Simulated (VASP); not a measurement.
Crystal: PtSe2 (Sudovikovite).

```
CELL_PARAMETERS angstrom
3.72400 0.00000 0.00000
-1.86200 3.22508 0.00000
0.00000 0.00000 5.06200
ATOMIC_POSITIONS crystal
Pt 0.00000 0.00000 0.00000
Se 0.66667 0.33333 0.75000
Se 0.33333 0.66667 0.25000
```

* Program: VASP 6.6.1
* Task: relaxation of cell and atoms
* Functional: PBEsol
* Potentials or basis: VASP PAW PBE potentials, release 64 (Pt, Se)
* Cutoff: 600 eV
* k mesh: 8 × 8 × 4
* Occupations: fermi-dirac, width 0.05 eV
* Spin: no spin polarisation

At the start: pressure 2.3 GPa; volume 20.27 Å³/atom.

Q: Where does the relaxation end?

A: Over 13 steps the energy falls by 7.3 meV/atom and the volume is 19.73 Å³/atom (-2.6 %); space group P-3m1 (No. 164, to 0.05 Å).

The path:
```tsv
step	energy change (eV)	largest force (eV/Å)	pressure (GPa)	volume (Å³)
1	0.0000	0.3020	2.25	60.80
2	0.0151	0.3046	-3.95	63.33
3	-0.0087	0.0612	-0.23	61.73
4	-0.0087	0.0658	-0.18	61.71
5	-0.0099	0.0694	-0.18	61.56
6	-0.0132	0.0812	-0.15	61.11
7	-0.0185	0.1022	-0.02	60.21
8	-0.0156	0.0891	0.58	58.36
9	-0.0200	0.1186	0.17	59.60
10	-0.0210	0.0100	-0.51	59.60
11	-0.0210	0.0162	-0.47	59.60
12	-0.0217	0.0066	-0.19	59.28
13	-0.0218	0.0138	-0.11	59.19
```

Final structure:
```xyz
3
Lattice="3.7655 0.0000 0.0000 -1.8828 3.2610 0.0000 0.0000 0.0000 4.8199" Properties=species:S:1:pos:R:3 pbc="T T T"
Pt    0.0000    0.0000    0.0000
Se    1.8828    1.0870    3.5520
Se    0.0000    2.1740    1.2679
```

Caveat: the PAW data sets were made with another functional, which shifts forces and pressure a little.
